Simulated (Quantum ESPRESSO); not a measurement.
## CdTe in Quantum ESPRESSO: the effect of functional

CdTe:

```
Te Cd
1.0
     0.00000    3.20500    3.20500
     3.20500    0.00000    3.20500
     3.20500    3.20500    0.00000
Te Cd
1 1
Direct
  0.75000 0.75000 0.75000
  0.00000 0.00000 0.00000
```

Alike in all runs:

- Program: Quantum ESPRESSO 7.5
- Task: dielectric tensor
- Cutoff: 612 eV
- Density cutoff: 4898 eV
- k mesh: 6 × 6 × 6, shifted
- Occupations: fermi-dirac, width 0.05 eV
- Spin: no spin polarisation

Task: One run gave: pressure 7.3 GPa; dielectric constant 8.66 mean. Which functional did it use?
A. BLYP
B. PBEsol
C. AM05
D. LDA
E. PBE

Result: A.

```csv
functional,potentials or basis,pressure (GPa),dielectric constant (mean)
LDA,GBRV 1.5 LDA,0.3,9.29
PBE,GBRV 1.5 PBE,4.5,8.59
PBEsol,GBRV 1.5 PBEsol,2.0,8.91
WC,GBRV 1.5 PBE,2.1,8.98
BLYP,GBRV 1.5 PBE,7.3,8.66
AM05,GBRV 1.5 PBE,2.6,8.66
```

Caveats: the potentials were made for another functional, which shifts forces and pressure (some runs); the cell is more than 3 GPa from zero pressure, which shifts response properties (some runs).

Not every run made on this cell is shown here.
